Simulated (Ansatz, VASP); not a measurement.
# Two plane-wave programs on SiC

INCAR

```
  ALGO = Normal
  EDIFF = 1E-7
  ENCUT = 520
  GGA = PE
  ISIF = 2
  ISMEAR = 0
  LASPH = T
  LCHARG = F
  LREAL = F
  LWAVE = F
  NBANDS = 11
  NELM = 60
  PREC = Accurate
  SIGMA = 0.02
```

File KPOINTS:

```
k-points
0
Gamma
  10 10 10
```

The input POSCAR:

```
SiC
1.0
    0.0000000000      2.0984114864      2.0984114864
    2.0984114864      0.0000000000      2.0984114864
    2.0984114864      2.0984114864      0.0000000000
Si C
1 1
Direct
    0.7500000000      0.7500000000      0.7500000000
    0.0000000000      0.0000000000      0.0000000000
```

Input for Ansatz:

```yaml
crystal:
  lattice:
    - [0.0, 2.0984114864, 2.0984114864]
    - [2.0984114864, 0.0, 2.0984114864]
    - [2.0984114864, 2.0984114864, 0.0]
  atoms:
    - { symbol: Si, position: [0.75, 0.75, 0.75] }
    - { symbol: C, position: [0.0, 0.0, 0.0] }
basis:
  ecutwfc: 420
kpoints:
  mp_grid: { grid: [10, 10, 10] }
hamiltonian:
  xc: pbe
scf:
  occupations: { method: gaussian, width: 0.02 }
output:
  forces: true
  stress: true
  eigenvalues: true
```

Alike in both runs: task single point; functional PBE; k mesh 10 × 10 × 10; occupations gaussian, width 0.02 eV; no spin polarisation.

|  | VASP | Ansatz |
| --- | --- | --- |
| version | VASP 6.6.1 | Ansatz 0.2.0 |
| potentials or method | VASP PAW PBE potentials, release 64 (Si, C) | scalar-relativistic, plane waves, PAW |
| plane-wave cutoff (eV) | 520 | 420 |
| valence electrons in the cell | 8 | 8 |

Ansatz gave:

* gap on the k mesh at the Fermi level (eV): 1.25
* least direct gap on the mesh (eV): 4.65

**Question.** Estimate VASP's values.

**Answer.** gap on the k mesh at the Fermi level (eV): 1.24; least direct gap on the mesh (eV): 4.64.

 A hybrid or GW would open this gap; PBE tends to underestimate it. A k mesh can miss the band edges.
